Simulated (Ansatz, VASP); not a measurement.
One calculation of AlN, two programs

```
Al N
1.0
     3.25814    0.00000    0.00000
    -1.62907    2.82164    0.00000
     0.00000    0.00000    4.11766
Al N
2 2
Direct
  0.33333 0.66667 0.76527
  0.66667 0.33333 0.26527
  0.33333 0.66667 0.22058
  0.66667 0.33333 0.72058
```

Change from the starting cell: mode 4 frozen in at -0.123 Å, equal normal strain along x, y and z -0.0167.

Alike in both runs: task single point; functional PBE; k mesh 9 × 9 × 6; occupations gaussian, width 0.05 eV; no spin polarisation.

|  | VASP | Ansatz |
| --- | --- | --- |
| version | VASP 6.6.1 | Ansatz 0.2.0 |
| potentials or method | VASP PAW PBE potentials, release 64 (Al, N) | scalar-relativistic, plane waves, PAW |
| plane-wave cutoff (eV) | 520 | 520 |
| valence electrons in the cell | 16 | 16 |

```tsv
	VASP	Ansatz	Ansatz less VASP
gap on the k mesh at the Fermi level (eV)	3.79	3.78	-0.012
least direct gap on the mesh (eV)	3.79	3.78	-0.012
pressure (GPa)	14.9	15.1	+0.17
largest component of the traceless stress (GPa)	10.72	10.55	-0.174
rms of the force components (eV/Å)	0.480	0.478	-0.0019
```

Atom by atom the forces differ by 0.002 eV/Å (rms over components).

Caveats: an odd mesh through Γ misses points on the zone boundary, where band edges often lie.
